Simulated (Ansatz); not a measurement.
# HC4: the cost of one run

Computed with Ansatz 0.2.0 (DFT PBE+D3(BJ), scalar-relativistic, plane waves, PAW, unless a step's input says otherwise).

25 further runs of the same task are left out: 25 set aside as unsound or not needed.

## 1. The system as given

Symmetry: Cmm2, No. 35, orthorhombic system. The conventional cell has a = 4.931 Å, b = 8.541 Å, c = 18.000 Å, α = 90.00°, β = 90.00°, γ = 90.00°. C (site symmetry m) is surrounded by 2 H at 1.13 Å. Around C (site symmetry 1) lie 3 C at 1.42 Å and 1 H at 1.57 Å. C (site symmetry m) is surrounded by 3 C at 1.42 Å. H (site symmetry m) is surrounded by 2 C at 1.13 Å.

Structure file:

```
CELL_PARAMETERS angstrom
4.93140 0.00000 0.00000
-2.46570 4.27072 0.00000
0.00000 0.00000 18.00000
ATOMIC_POSITIONS crystal
C 0.16667 0.33333 0.22222
C 0.16667 0.83333 0.22222
C 0.66667 0.33333 0.22222
C 0.66667 0.83333 0.22222
C 0.33333 0.16667 0.22222
C 0.33333 0.66667 0.22222
C 0.83333 0.16667 0.22222
C 0.83333 0.66667 0.22222
H 0.09842 0.09842 0.24722
H 0.40158 0.40158 0.24722
```

This is the geometry of the first run shown, built on a cell relaxed beforehand with the same method.

## 2. What is varied

Atoms count from 1 in the order of the input.

H2 lies flat over one site of a rigid substrate while its bond length and height are varied.

The axes are (1) distance H9-H10: 8 values from 0.650 to 2.650 Å; (2) height of the H2 axis above the plane of C1: 9 values from 0.45 to 3.60 Å.

Nothing else is relaxed. Points are written as (first, second).

## 3. Point (1.495 Å, 0.45 Å)

The cell repeats along c, and a dipole correction in the vacuum removes the field between the copies.

Contents of input.yaml:

```yaml
crystal:
  lattice:
    - [4.9314011428, 1.0e-10, 0.0]
    - [-2.4657005715, 4.2707186659, 0.0]
    - [0.0, 0.0, 18.0]
  atoms:
    - { symbol: C, position: [0.1666666667, 0.3333333333, 0.2222222222] }
    - { symbol: C, position: [0.1666666667, 0.8333333333, 0.2222222222] }
    - { symbol: C, position: [0.6666666667, 0.3333333333, 0.2222222222] }
    - { symbol: C, position: [0.6666666667, 0.8333333333, 0.2222222222] }
    - { symbol: C, position: [0.3333333333, 0.1666666667, 0.2222222222] }
    - { symbol: C, position: [0.3333333333, 0.6666666667, 0.2222222222] }
    - { symbol: C, position: [0.8333333333, 0.1666666667, 0.2222222222] }
    - { symbol: C, position: [0.8333333333, 0.6666666667, 0.2222222222] }
    - { symbol: H, position: [0.0984195556, 0.0984211684, 0.2472222222] }
    - { symbol: H, position: [0.4015804444, 0.4015788316, 0.2472222222] }
basis:
  ecutwfc: 420
kpoints:
  mp_grid: { grid: [6, 6, 1] }
hamiltonian:
  xc: pbe
  pseudopotentials: { kind: paw, azcp: { folder: soft_1 } }
  dispersion: d3bj
scf:
  occupations: { method: gaussian, width: 0.1 }
output:
  forces: true
  eigenvalues: true
efield:
  axis: 3
  dipole_correction: true
  ramp_width: 0.04
```

Command:

```
> ansatz run input.yaml --threads 1 --pin off --max-ram 3072MiB --backend cpu --events-out ev --progress --plain --runs-dir out
```

Q: Estimate wall time and peak memory on 1 thread of Arm Neoverse V2, shared host.

About 12 s, with a peak of 0.46 GiB.
